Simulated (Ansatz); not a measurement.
Gd (bcc type), DFT, PBEsol, all-electron PAW with datasets made for the crystal, scalar-relativistic (Ansatz 0.2.0), on 1 thread of Arm Neoverse V1 (shared host).

Command: `ansatz run input.yaml --threads 1 --pin off --max-ram 3072MiB --backend cpu --events-out ev --progress --plain --runs-dir out`

```yaml
crystal:
  lattice:
    - [-1.9783223571, 1.9783223571, 1.9783223571]
    - [1.9783223571, -1.9783223571, 1.9783223571]
    - [1.9783223571, 1.9783223571, -1.9783223571]
  atoms:
    - { symbol: Gd, position: [0.0, 0.0, 0.0], spin: 7.0 }
magnetization:
  spin_polarized: true
kpoints:
  mp_grid: { grid: [14, 14, 14] }
scf:
  occupations: { method: fermi_dirac, width: 0.08 }
hamiltonian:
  xc: pbesol
  pseudopotentials: { kind: all_electron, datasets: crystal }
output:
  forces: true
  stress: true
  eigenvalues: true
```

(1) How large is the problem that the program sets up?

(2) About how long does it take, and how much memory?

Results:

(1) 104 irreducible k-points, 321 plane waves at Γ, 18 bands.

(2) 30 s of wall time for 9 SCF iterations, with a peak of 0.58 GiB. Times on shared machines scatter by tens of per cent.
